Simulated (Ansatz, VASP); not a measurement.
## Two plane-wave programs on RbBr

The input INCAR:

```
ALGO = Fast ; EDIFF = 1E-6
EDIFFG = -0.005 ; ENCUT = 600
GGA = PS ; IBRION = 2
ISIF = 3 ; ISMEAR = 0
LASPH = True ; LCHARG = False
LREAL = False ; LWAVE = False
NELM = 100 ; NSW = 100
PREC = Accurate ; SIGMA = 0.02
```

Contents of KPOINTS:

```
k-points
0
Gamma
  6 6 6
```

Contents of POSCAR:

```
RbBr
1.0
    0.0000000000      3.4270000000      3.4270000000
    3.4270000000      0.0000000000      3.4270000000
    3.4270000000      3.4270000000      0.0000000000
Rb Br
1 1
Direct
    0.0000000000      0.0000000000      0.0000000000
    0.5000000000      0.5000000000      0.5000000000
```

Input for Ansatz:

```yaml
crystal:
  lattice:
    - [0.0, 3.427, 3.427]
    - [3.427, 0.0, 3.427]
    - [3.427, 3.427, 0.0]
  atoms:
    - { symbol: Rb, position: [0.0, 0.0, 0.0] }
    - { symbol: Br, position: [0.5, 0.5, 0.5] }
basis:
  ecutwfc: 420
kpoints:
  mp_grid: { grid: [6, 6, 6] }
hamiltonian:
  xc: pbesol
scf:
  occupations: { method: gaussian, width: 0.02 }
output:
  forces: true
  stress: true
  eigenvalues: true
relax:
  adjacent_minimum: "off"
  f_tol: 0.005
  max_steps: 80
  cell: { stress_tol: 0.05 }
```

Alike in both runs: task relaxation of cell and atoms; functional PBEsol; k mesh 6 × 6 × 6; occupations gaussian, width 0.02 eV; no spin polarisation.

|  | VASP | Ansatz |
| --- | --- | --- |
| version | VASP 6.6.1 | Ansatz 0.2.0 |
| potentials or method | VASP PAW PBE potentials, release 64 (Rb_sv, Br) | scalar-relativistic, plane waves, PAW |
| plane-wave cutoff (eV) | 600 | 420 |
| valence electrons in the cell | 16 | 16 |

|  | VASP | Ansatz | Ansatz less VASP |
| --- | --- | --- | --- |
| gap on the k mesh at the Fermi level, each at its own relaxed structure (eV) | 4.21 | 4.22 | +0.006 |
| relaxed volume (Å³/atom) | 40.25 | 40.17 | -0.073 |
| relaxed cell length with the largest relative difference (Å) | 4.847 | 4.844 | -0.0029 |

Caveats: the relaxation stopped at its first step, so nothing moved; the PAW data sets were made with another functional, which shifts forces and pressure a little (VASP).
